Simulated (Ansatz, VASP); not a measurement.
## Sb in VASP and in Ansatz

```
Sb
1.0
     3.16000    0.00000    0.00000
     0.00000    3.34960    0.00000
     0.00000    0.00000    3.16000
Sb
1
Direct
  0.00000 0.00000 0.00000
```

Change from the starting cell: strain +0.0600 x Voigt [0, 1, 0, 0, 0, 0], atoms carried along.

Alike in both runs: task single point; functional PBEsol; k mesh 16 × 16 × 16; occupations gaussian, width 0.15 eV; no spin polarisation.

|  | VASP | Ansatz |
| --- | --- | --- |
| version | VASP 6.6.1 | Ansatz 0.2.0 |
| potentials or method | VASP PAW PBE potentials, release 64 (Sb) | scalar-relativistic, plane waves, PAW |
| plane-wave cutoff (eV) | 520 | 420 |
| valence electrons in the cell | 5 | 15 |

|  | VASP | Ansatz | Ansatz less VASP |
| --- | --- | --- | --- |
| gap on the k mesh at the Fermi level (eV) | none | none | - |
| pressure (GPa) | -6.5 | -6.5 | -0.01 |
| largest component of the traceless stress (GPa) | 2.32 | 2.30 | -0.019 |

A gap of «none» marks a metal or a gap that the smearing closes. The two sets of potentials don't hold the same shells in valence.

Caveats: the PAW data sets were made with another functional, which shifts forces and pressure a little (VASP). Spin-orbit coupling is left out, which matters for the levels of Sb.
